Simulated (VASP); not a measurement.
Rh: relaxation of the atoms with r2SCAN+rVV10

Rh, a slab with vacuum:

```
Rh
1.0
     2.69978    0.00000    0.00000
    -1.34989    2.33808    0.00000
     0.00000    0.00000   27.71935
Rh
4
Direct
  0.66667 0.33333 0.38237
  0.33333 0.66667 0.46079
  0.00000 0.00000 0.53921
  0.66667 0.33333 0.61763
```

The cell was built by a generator and needn't be a form met in nature.

| Quantity | Value |
| --- | --- |
| Program | VASP 6.6.1 |
| Task | relaxation of the atoms |
| Functional | r2SCAN |
| Dispersion | rVV10 |
| Potentials or basis | VASP PAW PBE potentials, release 64 (Rh_pv) |
| Cutoff | 520 eV |
| k mesh | 16 × 16 × 1 |
| Occupations | methfessel-paxton, width 0.1 eV |
| Spin | no spin polarisation |
| Dipole correction | yes |
| Further INCAR settings | ALGO = Normal; EDIFF = 1e-07; IBRION = 2; EDIFFG = -0.02; NSW = 90 |

| Quantity | Value |
| --- | --- |
| Energy gained by relaxing | 2.5 meV/atom |
| Ionic steps | 5 |
| Largest force after relaxing | 0.019 eV/Å |
| Band gap on the k mesh | none (metal or under the smearing width) |

Forces in eV/Å, atoms in the order of the input:
```
Rh   0.000  0.000 -0.006
Rh   0.000  0.000  0.019
Rh   0.000  0.000 -0.019
Rh   0.000  0.000  0.006
```

The path:
```tsv
step	energy change (eV)	largest force (eV/Å)	pressure (GPa)
1	0.0000	0.2031	-2.98
2	-0.0053	0.1515	-2.68
3	-0.0101	0.0325	-2.11
4	-0.0101	0.0296	-2.13
5	-0.0101	0.0187	-2.10
```

Final structure:
```
Rh
1.0
     2.69978    0.00000    0.00000
    -1.34989    2.33808    0.00000
     0.00000    0.00000   27.71935
Rh
4
Direct
  0.66667 0.33333 0.38369
  0.33333 0.66667 0.46133
  0.00000 0.00000 0.53867
  0.66667 0.33333 0.61631
```

Levels at points of the mesh, in eV from the Fermi level:
```
           k point  band 26  band 27  band 28  band 29  band 30  band 31  band 32  band 33
(0.00, 0.00, 0.00)    -2.43    -1.88    -1.11    -1.11    -0.83    -0.83    -0.02    -0.02
(0.50, 0.00, 0.00)    -0.17     0.36     0.36     0.49     0.75     1.11     1.16     1.99
```

It took 84 min on 1 thread of Intel(R) Xeon(R) 6975P-C (Granite Rapids), on a shared host, peak memory 0.69 GiB.

Caveat: the PAW data sets were made with another functional, which shifts forces and pressure a little.
